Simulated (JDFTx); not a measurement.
Crystal: Al.

```
Al
1.0
    -1.59122    1.59122    1.59122
     1.59122   -1.59122    1.59122
     1.59122    1.59122   -1.59122
Al
1
Direct
  0.00000 0.00000 0.00000
```

This isn't the form of Al at room conditions, which is fcc.

```yaml
Program: JDFTx 1.7.0 (patched build)
Task: relaxation of cell and atoms
Functional: TPSS
Potentials_or_basis: SG15-PBE-1.2 with smoothed tails
Cutoff: 1088 eV
Density_cutoff: 4354 eV
k_mesh: 6 × 6 × 6
Occupations: fermi-dirac, width 0.05 eV
Spin: no spin polarisation
```

At the start: pressure 4.8 GPa; volume 16.12 Å³/atom.

Q: Where does the relaxation end?

A: Over 6 steps the energy falls by 12.9 meV/atom and the volume is 17.02 Å³/atom (+5.6 %); space group Im-3m (No. 229, to 0.05 Å).

The path:
```
step  energy change (eV)  largest force (eV/Å)  pressure (GPa)  volume (Å³)
   1              0.0000                0.0000            4.80        16.12
   2             -0.0032                0.0000            4.12        16.23
   3             -0.0128                0.0000            0.38        16.94
   4             -0.0129                0.0000            0.05        17.01
   5             -0.0129                0.0000            0.01        17.02
   6             -0.0129                0.0000            0.00        17.02
```

Final structure:
```cif
data_structure
_symmetry_space_group_name_H-M 'P 1'
_symmetry_Int_Tables_number 1
_cell_length_a 2.8066
_cell_length_b 2.8066
_cell_length_c 2.8066
_cell_angle_alpha 109.471
_cell_angle_beta 109.471
_cell_angle_gamma 109.471
_cell_volume 17.02
loop_
_atom_site_label
_atom_site_type_symbol
_atom_site_fract_x
_atom_site_fract_y
_atom_site_fract_z
_atom_site_occupancy
Al1 Al 0.00000 0.00000 0.00000 1
```

Caveat: the k mesh is coarse (spacing up to 0.47 Å⁻¹), so the values aren't converged; meta-GGA forces are noisy on this grid; the potentials were made for another functional, which shifts forces and pressure.
